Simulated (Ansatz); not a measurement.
Ta:

```xyz
2
Lattice="2.9004 0.0000 0.0000 -1.4502 2.5118 0.0000 0.0000 0.0000 5.1663" Properties=species:S:1:pos:R:3 pbc="T T T"
Ta    0.0000    1.6745    1.2916
Ta    1.4502    0.8373    3.8747
```

This isn't the form of Ta at room conditions, which is bcc.

Base run:

| Quantity | Value |
| --- | --- |
| Program | Ansatz 0.2.0 |
| Functional | PBE |
| Potentials or basis | Ansatz PAW |
| Cutoff | 420 eV (not typed: the program's choice for these potentials) |
| k mesh | 11 × 11 × 5 |
| Occupations | gaussian, width 0.011 eV |
| Spin | no spin polarisation |

Its results: band gap on the k mesh none (metal or under the smearing width); pressure -1.0 GPa.

Question: The run is repeated on the same cell with these changes: functional from PBE to LDA; occupations from gaussian, width 0.011 eV to fermi-dirac, width 0.05 eV. What comes out?

Answer: Band gap on the k mesh none (metal or under the smearing width); pressure -12.0 GPa.

Caveats: spin-orbit coupling is left out, which moves the levels of the heavy elements (some runs); the PAW data sets come from PBE, with cores solved anew for the run's functional, which leaves a small shift of forces and pressure (some runs).
